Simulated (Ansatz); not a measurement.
## How many bands does the GW gap of Te2Mo (layers cut from the bulk crystal) need?

How do accuracy and time trade against each other in G0W0 on Te2Mo (layers cut from the bulk crystal)?

Program: Ansatz 0.2.0. Level of theory: G0W0 on PBEsol, plane waves, PAW; PAW set soft_1. Results are calculated unless marked as measured.

## Step 1: The structure

The cell holds 9 atoms: 6 Te and 3 Mo. Cell: a = 3.438 Å, b = 3.438 Å, c = 57.100 Å, α = 90.0°, β = 90.0°, γ = 120.0°. It derives from Te2Mo. Regions: layer 1, 3 atoms (2 Te and 1 Mo); layer 2, 3 atoms (2 Te and 1 Mo); layer 3, 3 atoms (2 Te and 1 Mo). Vacuum lies along c.

The structure was relaxed with PBEsol-D3(BJ). The runs that relaxed it are not among those shown. Spin-orbit coupling is left out unless a step names it. The Coulomb interaction is cut off across the vacuum.

## Step 2: 310 empty bands, screening to 38 eV

Now the one-shot GW correction: screening in the RPA, then the self-energy of the levels asked for. This step takes PAW set soft_1 files.

input.yaml reads:

```yaml
crystal:
  lattice:
    - [3.4375629515, 0.0, 0.0]
    - [-1.7187814758, 2.9770168431, 0.0]
    - [0.0, 0.0, 57.1]
  atoms:
    - { symbol: Te, position: [0.3333333333, 0.6666666667, 0.3514616188] }
    - { symbol: Mo, position: [0.6666666667, 0.3333333333, 0.3832417998] }
    - { symbol: Te, position: [0.3333333333, 0.6666666667, 0.415090619] }
    - { symbol: Te, position: [0.6666666667, 0.3333333333, 0.4682266718] }
    - { symbol: Mo, position: [0.3333333333, 0.6666666667, 0.5] }
    - { symbol: Te, position: [0.6666666667, 0.3333333333, 0.5317733282] }
    - { symbol: Te, position: [0.3333333333, 0.6666666667, 0.584909381] }
    - { symbol: Mo, position: [0.6666666667, 0.3333333333, 0.6167582002] }
    - { symbol: Te, position: [0.3333333333, 0.6666666667, 0.6485383812] }
  periodic: [true, true, false]
kpoints:
  mp_grid: { grid: [6, 6, 1] }
hamiltonian:
  xc: pbesol
  pseudopotentials: { kind: paw, azcp: { folder: soft_1 }, xc_functional: pbe }
scf:
  occupations: { method: fixed }
gw:
  n_empty_bands: 310
  ecut_chi: 38
  qp_bands: [v3, c3]
  qp_kpoints: band_edges
  screening: { model: contour_deformation }
```

Launch:

```console
> ansatz run input.yaml --threads 2 --pin off --max-ram 73728MiB --backend cuda --events-out ev --progress --plain --runs-dir out --devices 1 --max-vram 13GiB
```

Numbers of over 12 decimals in the logs are rounded to 6 here.

The log of the run:

```text
GPUs: using 1 of 1 available (devices: 1).
Engine: ansatz 0.2.0, x86_64-unknown-linux-gnu
Pseudopotentials: kind: paw
Pseudopotential: Te, paw, valence charge 16, recommended cutoff 420 eV (normal), soft_1/Te.paw.azcp
Pseudopotential: Mo, paw, valence charge 14, recommended cutoff 420 eV (normal), soft_1/Mo.paw.azcp
Functional definition: PBEsol
  exchange = pbesol_x
  correlation = pbesol_c
device memory: the entry about to start is reckoned to put 4.0 GiB on a device that reports 53.5 GiB free (of which the cap on the GPU budget leaves the run 13.0 GiB)
GPU FFT provider: cuFFT
GPU libraries: cuBLAS 13.8.2, cuFFT 12.4.0, cuSOLVER 12.3.4
Crystal: 9 atoms, lattice volume = 584.343 Å³
Basis set: ecut = 420 eV, 11351 PW (Γ)
Bands: 83, of which v1, the nominal top of the filled ones, is band 69 counted from 1 (68 counted from 0)
Symmetry: 12 space group operations
Space group: P-6m2 (ITA 187), of the structure as read, at distance tolerance 8.4e-5 Å
k-points: 7 of 36 (time reversal used)
Non-local potential: Te, projectors of the file, l = 0: 2, l = 1: 2, l = 2: 2, l = 3: 1
Non-local potential: Mo, projectors of the file, l = 0: 3, l = 1: 2, l = 2: 2, l = 3: 1
PAW form: soft (Blöchl's): semilocal exchange-correlation on the pseudo side does not see the compensation charge
PAW frozen core: Te, regenerated for the run's functional, and the local potential with it (the file was generated under x = pbe(κ = 0.804, μ = 0.219515), c = pbe(β = 0.066725))
PAW frozen core: Mo, regenerated for the run's functional, and the local potential with it (the file was generated under x = pbe(κ = 0.804, μ = 0.219515), c = pbe(β = 0.066725))
PAW one-centre angular grid: Te, 590 points (default); XC on 64 Gauss nodes
PAW one-centre angular grid: Mo, 590 points (default); XC on 64 Gauss nodes
Initial density: superposition of atomic densities (neutral atoms: chi_scale 0, normalization atom)
Initial wavefunctions: pseudopotential atomic-orbital guess
GPU buffer pool allocated for 221184 grid points (all kernels)
GPU transforms: local potential and band sums: pruned to the plane-wave sphere, on 24×24×384
Functional: x = pbesol(κ = 0.804, μ = 0.123457), c = pbesol(β = 0.046)
SCF iter   1: F=—  HF=-56106.545505 eV  |F-HF|=—  |Δ(HF+E_count)|=         —  Δρ=2.99e-2  dr2=6.87e0  ethr=3.10e-3  ⟨swp⟩=6.9  Hψ=2519  notcnv=0  defer=75
preconditioner: auto → Resta (q_TF=auto, 2.145 Å⁻¹)  ε∞=3.1  [insulator: Δε(μ)=0.678 eV  Ē_g=7.854 eV  n_scr=80 (ndim 8)  ℏωp=11.3 eV  f_vac=0.634  ε∞_Penn≈3.1  vacuum switching on, ρ_ref=4.5e-3 e/Å³]
SCF iter   2: F=—  HF=-56104.989750 eV  |F-HF|=—  |Δ(HF+E_count)|=    1.56e0  Δρ=1.29e-2  dr2=3.78e0  ethr=3.10e-3  ⟨swp⟩=3.7  Hψ=1168  notcnv=0  defer=76
SCF iter   3: F=—  HF=-56104.641300 eV  |F-HF|=—  |Δ(HF+E_count)|=   3.48e-1  Δρ=1.08e-2  dr2=1.14e0  ethr=2.74e-3  ⟨swp⟩=3.7  Hψ=809  notcnv=0  defer=75
SCF iter   4: F=—  HF=-56104.490898 eV  |F-HF|=—  |Δ(HF+E_count)|=   1.50e-1  Δρ=3.56e-3  dr2=8.40e-2  ethr=8.23e-4  ⟨swp⟩=2.9  Hψ=934  notcnv=0  defer=78
SCF iter   5: F=—  HF=-56104.490679 eV  |F-HF|=—  |Δ(HF+E_count)|=   2.19e-4  Δρ=1.94e-3  dr2=1.17e-1  ethr=6.09e-5  ⟨swp⟩=4.6  Hψ=1184  notcnv=0  defer=84
SCF iter   6: F=—  HF=-56104.483754 eV  |F-HF|=—  |Δ(HF+E_count)|=   6.93e-3  Δρ=9.37e-4  dr2=2.40e-2  ethr=6.09e-5  ⟨swp⟩=3.7  Hψ=869  notcnv=0  defer=84
SCF iter   7: F=—  HF=-56104.481862 eV  |F-HF|=—  |Δ(HF+E_count)|=   1.89e-3  Δρ=4.26e-4  dr2=2.02e-3  ethr=1.74e-5  ⟨swp⟩=3.1  Hψ=837  notcnv=0  defer=84
SCF iter   8: F=—  HF=-56104.481727 eV  |F-HF|=—  |Δ(HF+E_count)|=   1.35e-4  Δρ=2.13e-4  dr2=1.30e-3  ethr=1.46e-6  ⟨swp⟩=3.7  Hψ=916  notcnv=0  defer=82
SCF iter   9: F=—  HF=-56104.481679 eV  |F-HF|=—  |Δ(HF+E_count)|=   4.84e-5  Δρ=5.23e-5  dr2=4.45e-5  ethr=9.43e-7  ⟨swp⟩=2.9  Hψ=802  notcnv=0  defer=82
SCF iter  10: F=—  HF=-56104.481677 eV  |F-HF|=—  |Δ(HF+E_count)|=   1.74e-6  Δρ=2.51e-5  dr2=9.09e-6  ethr=3.22e-8  ⟨swp⟩=3.9  Hψ=1150  notcnv=0  defer=80
SCF iter  11: F=—  HF=-56104.481677 eV  |F-HF|=—  |Δ(HF+E_count)|=   4.61e-8  Δρ=9.30e-6  dr2=1.52e-6  ethr=6.59e-9  ⟨swp⟩=2.6  Hψ=786  notcnv=0  defer=75
SCF iter  12: F=—  HF=-56104.481677 eV  |F-HF|=—  |Δ(HF+E_count)|=   1.48e-7  Δρ=3.07e-6  dr2=1.50e-7  ethr=1.10e-9  ⟨swp⟩=3.6  Hψ=1051  notcnv=0  defer=75
SCF iter  13: F=-56104.481677 eV  HF=-56104.481677 eV  |F-HF|=1.32e-8  |Δ(HF+E_count)|=   2.09e-8  Δρ=1.30e-6  dr2=2.31e-8  ethr=7.25e-11  ⟨swp⟩=24.4  Hψ=3678  notcnv=0
SCF 1 converged in 13 iterations: F = -56104.481677 eV  dr2 = 2.31e-8
  greatest PAW one-centre occupation: 0.998 electrons in one spin orbital (limit 2), on the Mo atom at site 7 (counted from 0), in its partial waves of l = 0
device memory: the entry about to start is reckoned to put 4.6 GiB (of the 4.7 GiB reckoned in all, the device holds 0.2 GiB already) on a device that reports 52.8 GiB free (of which the cap on the GPU budget leaves the run 12.9 GiB)
NSCF: frozen V_eff on 7 k-points
the band table was solved once the SCF had ended and its energy, with any forces and stress, was formed, with the checks that follow a solve (3253 applications of the Hamiltonian). They found nothing against the state; the energy, forces and stress were not computed again (output.eigenvalues in the input reference)
device memory: the entry about to start is reckoned to put 5.3 GiB on a device that reports 52.5 GiB free (of which the cap on the GPU budget leaves the run 13.0 GiB)
NSCF: frozen V_eff on 7 k-points
G₀W₀ screening: q 1/7
[... further progress lines ...]
SCF converged after 13 iterations
Free energy (F): -56104.481677 eV
Harris-Foulkes:  -56104.481677 eV  (|F-HF|=1.32e-8)
Internal energy: -56104.481677 eV  (E = F + TS)
E sigma→0 (E₀):  -56104.481677 eV
Fermi energy:    -4.579475 eV
--- Per-component energies (eV) ---
  E_band       = -4089.258379
  E_kinetic    = 2316.150895
  E_local      = -1314108.575948  (includes V_loc(G=0)·N_el)
  E_nonlocal   = 868.536496
  E_hartree    = 655490.095056
  E_xc         = -1260.130096
  E_vxc        = -1276.325663  (∫ρ·V_xc dr)
  E_paw        = -37030.564588  (= ΣΔE_a)
  E_vpaw       = -2869.210781  (= ΣTr[D̂ρ^β])
  E_aug_tail   = 0.000664  (compensation charges beyond the density's cutoff)
  E_ewald      = 637617.129075
  E_core_change = 2.876767  (= ΣΔE_core)
  E_smearing   = -0.000000  (= −TS)
  E_closure    = -0.000000  (closes the sum)
  Σ components = -56104.481677   (vs F -56104.481677, Δ=0.00e0)
--- Band table (eV; the first three rows and the last of 7) ---
  k-point 0: bands = [... 65 lower, -5.6279, -5.6279, -4.5825, -4.5795, -1.6242 (-1.6242°), -1.6242 (-1.6242°), -1.5590 (-1.5590°), -1.5590 (-1.5590°), ... 10 higher]
  k-point 1: bands = [... 65 lower, -5.6722, -5.6693, -5.1184, -4.9525, -2.7733, -2.6979, -2.5614, -2.4578, ... 10 higher]
  k-point 2: bands = [... 65 lower, -5.8662, -5.4890, -5.3652, -5.2859, -3.5175, -3.3228, -3.1212, -3.0434, ... 10 higher]
  k-point 6: bands = [... 65 lower, -6.6085, -5.0925, -4.9464, -4.7787, -3.6852, -3.5521, -3.5514, -3.5389, ... 10 higher]
  ° read free of the cell's end (the report's vacuum.weakly_bound_levels)
--- G₀W₀: contour deformation, 7 samples at zero and on the imaginary axis and 1 off it, 36 q-points, 310 empty bands' worth ---
  eigenvalues of the whole cell's RPA ε∞ on this k-mesh (on a slab, of 1 + 4πα/V) = 1.3257, 8.0442, 8.0442; static W/v taken at q = 0 is 0.220221
  gw.qp_kpoints: band_edges: 7 of 7 stored k-points solved, in 1 pass; an edge of the gap read off the rows below is read off those points alone
    ik  band        ε_KS         Σx   Σc(E_QP)       V_xc       Z   E_QP_lin       E_QP  E_QP is
     0    67     -5.6279   -19.9610     1.3764   -19.2633  0.7299    -4.9585    -4.9492  root
     0    68     -4.5825   -17.3752     1.0331   -16.8184  0.7551    -4.1098    -4.1062  root
     0    69     -4.5795   -18.4839     0.7698   -18.3326  0.7411    -3.9664    -3.9610  root
     0    70     -1.6242   -12.6974    -3.4879   -17.0357  0.7356    -0.7502    -0.7738  root
     0    71     -1.6242   -12.6974    -3.4879   -17.0357  0.7356    -0.7502    -0.7738  root
     0    72     -1.5590   -12.6912    -3.5334   -17.0643  0.7292    -0.6963    -0.7193  root
     1    67     -5.6693   -17.5284     1.4871   -16.4126  0.7272    -5.3016    -5.2982  root
     1    68     -5.1184   -18.1278     1.1282   -17.5320  0.7400    -4.5910    -4.5859  root
     1    69     -4.9525   -16.9884     1.2509   -16.1480  0.7573    -4.5450    -4.5420  root
     1    70     -2.7733   -12.9467    -3.4278   -17.1837  0.7306    -1.9388    -1.9639  root
     1    71     -2.6979   -12.8233    -3.4567   -17.1015  0.7288    -1.8480    -1.8763  root
     1    72     -2.5614   -13.2457    -3.5046   -17.5985  0.7319    -1.6865    -1.7132  root
     2    67     -5.4890   -17.9174     1.5618   -16.7979  0.7366    -5.0516    -5.0467  root
     2    68     -5.3652   -18.1535     1.4674   -17.1597  0.7334    -4.8966    -4.8916  root
     2    69     -5.2859   -18.3218     1.3832   -17.4558  0.7359    -4.7742    -4.7686  root
     2    70     -3.5175   -14.1559    -3.4541   -18.4883  0.7285    -2.6109    -2.6392  root
     2    71     -3.3228   -13.9416    -3.5659   -18.3912  0.7236    -2.4062    -2.4392  root
     2    72     -3.1212   -14.5441    -3.3529   -18.8043  0.7259    -2.1814    -2.2139  root
     3    67     -5.2227   -16.4939     1.4743   -15.3338  0.7556    -4.9107    -4.9085  root
     3    68     -4.9963   -16.7080     1.3783   -15.6838  0.7536    -4.6447    -4.6421  root
     3    69     -4.8163   -16.9166     1.2900   -16.0425  0.7583    -4.4035    -4.4004  root
     3    70     -3.2619   -16.3156    -3.6798   -21.0509  0.7099    -2.1560    -2.2064  root
     3    71     -3.2268   -16.1811    -3.6908   -20.9203  0.7066    -2.1259    -2.1785  root
     3    72     -3.1957   -15.9982    -3.7198   -20.7553  0.7090    -2.1074    -2.1583  root
[...]
5    71     -3.3693   -14.2859    -3.3959   -18.5647  0.7263    -2.4551    -2.4863  root
     5    72     -3.0614   -15.1270    -3.7349   -19.8164  0.7126    -2.0618    -2.1069  root
     6    67     -5.0925   -17.6387     0.8420   -17.3227  0.7241    -4.5716    -4.5665  root
     6    68     -4.9464   -17.8746     0.7414   -17.6887  0.7214    -4.3964    -4.3909  root
     6    69     -4.7787   -18.2486     0.6340   -18.2692  0.7241    -4.1304    -4.1241  root
     6    70     -3.6852   -12.9286    -3.1099   -16.7920  0.7482    -2.9161    -2.9317  root
     6    71     -3.5521   -15.3769    -3.5256   -19.8795  0.7224    -2.5389    -2.5751  root
     6    72     -3.5514   -15.3266    -3.5545   -19.8590  0.7156    -2.5336    -2.5735  root
```

It took 32 s on 1 × NVIDIA H100 80GB HBM3 (shared by 6 runs) with 2 threads of AMD EPYC 7R13 (Zen 3), shared host; peak memory 1.9 GiB; 41 s of CPU time.

Numbers from this step:

```yaml
bands_summed: 379
plane_waves_in_the_screening_matrix: 315
q_points_in_the_mesh: 36
g0w0_gap_on_the_mesh: 0.8319 eV
k_of_the_valence_top: 0, 0, 0
k_of_the_conduction_bottom: 0.1667, 0.1667, 0
starting_gap_on_the_mesh: 0.6738 eV
z_at_the_valence_top: 0.7411
z_at_the_conduction_bottom: 0.7426
least_direct_g0w0_gap_on_the_computed_points: 1.192 eV
```

The gap on the mesh goes from 0.67 eV to 0.83 eV, a correction of +0.16 eV. Between the two edge states, bare exchange in place of the xc potential would open the gap by 3.87 eV, and correlation takes back 3.71 eV.

## Step 3: 777 empty bands, screening to 70 eV

Another rung: the empty bands reach about as high as the screening cutoff, so the two stay in balance.

input.yaml: that of step 2 with these lines changed.

```diff
@@ -23,5 +23,6 @@
   occupations: { method: fixed }
+  convergence: { dr2_threshold: 1.0e-10 }
 gw:
-  n_empty_bands: 310
-  ecut_chi: 38
+  n_empty_bands: 777
+  ecut_chi: 70.0
   qp_bands: [v3, c3]
```

The log of the run:

```text
GPUs: using 1 of 1 available (devices: 1).
[...]
GPU FFT provider: cuFFT
GPU libraries: cuBLAS 13.8.2, cuFFT 12.4.0, cuSOLVER 12.3.4
Crystal: 9 atoms, lattice volume = 584.343 Å³
Basis set: ecut = 420 eV, 11351 PW (Γ)
Bands: 83, of which v1, the nominal top of the filled ones, is band 69 counted from 1 (68 counted from 0)
[... 1 set-up line as in the run before ...]
[...]
k-points: 7 of 36 (time reversal used)
[...]
GPU buffer pool allocated for 221184 grid points (all kernels)
[...]
SCF iter   1: F=—  HF=-56106.545505 eV  |F-HF|=—  |Δ(HF+E_count)|=         —  Δρ=2.99e-2  dr2=6.87e0  ethr=3.10e-3  ⟨swp⟩=6.9  Hψ=2519  notcnv=0  defer=75
[...]
SCF iter  16: F=-56104.481677 eV  HF=-56104.481677 eV  |F-HF|=4.66e-10  |Δ(HF+E_count)|=  3.78e-10  Δρ=6.95e-8  dr2=4.86e-11  ethr=1.00e-12  ⟨swp⟩=23.9  Hψ=4098  notcnv=0
SCF 1 converged in 16 iterations: F = -56104.481677 eV  dr2 = 4.86e-11
[...]
NSCF: frozen V_eff on 7 k-points
[...]
G₀W₀ screening: q 1/7
[... further progress lines ...]
SCF converged after 16 iterations
Free energy (F): -56104.481677 eV
[...]
Internal energy: -56104.481677 eV  (E = F + TS)
E sigma→0 (E₀):  -56104.481677 eV
Fermi energy:    -4.579342 eV
[...]
--- Band table (eV; the first three rows and the last of 7) ---
  k-point 0: bands = [... 65 lower, -5.6278, -5.6278, -4.5823, -4.5793, -1.6241 (-1.6241°), -1.6241 (-1.6241°), -1.5588 (-1.5588°), -1.5588 (-1.5588°), ... 10 higher]
  k-point 1: bands = [... 65 lower, -5.6721, -5.6692, -5.1182, -4.9524, -2.7731, -2.6978, -2.5613, -2.4577, ... 10 higher]
  k-point 2: bands = [... 65 lower, -5.8660, -5.4888, -5.3651, -5.2858, -3.5174, -3.3227, -3.1210, -3.0433, ... 10 higher]
  k-point 6: bands = [... 65 lower, -6.6083, -5.0924, -4.9462, -4.7785, -3.6850, -3.5520, -3.5512, -3.5387, ... 10 higher]
  ° read free of the cell's end (the report's vacuum.weakly_bound_levels)
[...]
0    67     -5.6278   -19.9610     1.0033   -19.2633  0.7224    -5.3243    -5.3222  root
     0    68     -4.5823   -17.3752     0.6485   -16.8184  0.7484    -4.4907    -4.4905  root
     0    69     -4.5793   -18.4839     0.3883   -18.3326  0.7335    -4.3432    -4.3424  root
     0    70     -1.6241   -12.6974    -3.8761   -17.0357  0.7278    -1.1548    -1.1620  root
     0    71     -1.6241   -12.6974    -3.8761   -17.0357  0.7278    -1.1548    -1.1620  root
     0    72     -1.5588   -12.6912    -3.9213   -17.0643  0.7209    -1.1002    -1.1070  root
     1    67     -5.6692   -17.5284     1.1719   -16.4125  0.7203    -5.6134    -5.6132  root
     1    68     -5.1182   -18.1278     0.7660   -17.5320  0.7329    -4.9485    -4.9480  root
[...]
6    69     -4.7785   -18.2486     0.2922   -18.2692  0.7164    -4.4674    -4.4658  root
     6    70     -3.6850   -12.9287    -3.4013   -16.7920  0.7424    -3.2178    -3.2230  root
     6    71     -3.5520   -15.3769    -3.8729   -19.8795  0.7137    -2.9092    -2.9223  root
     6    72     -3.5512   -15.3266    -3.8951   -19.8590  0.7070    -2.8993    -2.9140  root
```

Run time: 47 s. Hardware: 1 × NVIDIA H100 80GB HBM3 (shared by 6 runs) with 2 threads; peak memory 3.2 GiB; 63 s of CPU time.

Numbers from this step:

| Quantity | Value |
| --- | --- |
| bands summed | 846 |
| plane waves in the screening matrix | 803 |
| q-points in the mesh | 36 |
| G0W0 gap on the mesh | 0.8970 eV |
| k of the valence top | 0, 0, 0 |
| k of the conduction bottom | 0.1667, 0.1667, 0 |
| starting gap on the mesh | 0.6738 eV |
| Z at the valence top | 0.7335 |
| Z at the conduction bottom | 0.7357 |
| least direct G0W0 gap on the computed points | 1.243 eV |

Against the run with 6×6×1 mesh, 310 empty bands, screening to 38 eV, PAW set soft_1 files, the gap moves by +0.07 eV.

## Step 4: The runs together

Times are wall times on 1 × NVIDIA H100 80GB HBM3 (shared by 6 runs) with 2 threads of AMD EPYC 7R13 (Zen 3), shared host, good to a factor of about two.

```csv
mesh,files,frequency,bands summed,cutoff (eV),start (eV),G0W0 (eV),time,host memory (GiB)
6×6×1,PAW set soft_1,contour deformation,379,38,0.674,0.832,32 s,1.9
6×6×1,PAW set soft_1,contour deformation,846,70,0.674,0.897,47 s,3.2
```

The parts of the quasiparticle energy at the two band edges (eV; QP = start + Σx + Σc − Vxc):

```csv
run,edge,start,Σx,Σc,Vxc,Z,QP
379 bands,valence top,-4.58,-18.48,0.77,-18.33,0.74,-3.96
379 bands,conduction bottom,-3.91,-13.42,-2.94,-17.14,0.74,-3.13
846 bands,valence top,-4.58,-18.48,0.39,-18.33,0.73,-4.34
846 bands,conduction bottom,-3.91,-13.42,-3.25,-17.14,0.74,-3.45
```

## Step 5: What came out

```
379 bands, 38 eV                    : 0.832 eV
846 bands, 70 eV                    : 0.897 eV
estimated limit in bands and cutoff : 0.95 eV
mesh and start                      : 6×6×1, PBEsol
```

What this shows: A line in one over the bands through the two rungs gives 0.95 eV, +0.05 eV from the top rung; with two points alone it is an unchecked estimate. The rungs stand 0.12 eV (379 bands) and 0.05 eV (846 bands) from it. From 379 to 846 bands the gap moves by +0.07 eV. Σc changes by −0.38 eV at the valence top and −0.32 eV at the conduction bottom, so the levels themselves move more than the gap between them. The 6×6×1 mesh misses a band edge: over a band path and its finer mesh (run apart) the PBEsol gap is 0.53 eV, so the G0W0 gap over the zone may lie about 0.14 eV below its value on the mesh. The mesh in the plane is coarse for a sheet; gap and any exciton binding can still move on denser ones. The many-body steps are scalar-relativistic: spin-orbit coupling is not in them.

[Paths, hosts, dates, memory and timing lines, banners, echoed tables and standing remarks are left out of the program output.]

[Logs are printed without paths, hosts, clocks, repeated set-up lines and the standing remarks that a program may print on its own settings, such as how far it seeks lower states.]

[Runs of the session that timed out or met a known fault of the program may be left out.]

[Cells called generated may have been cut or substituted from an entry of the Crystallography Open Database or the Materials Project.]

[Hosts, paths, dates, database ids (printed as entryN), source tags and the programs' standing remarks are cut or masked in the printed files.]
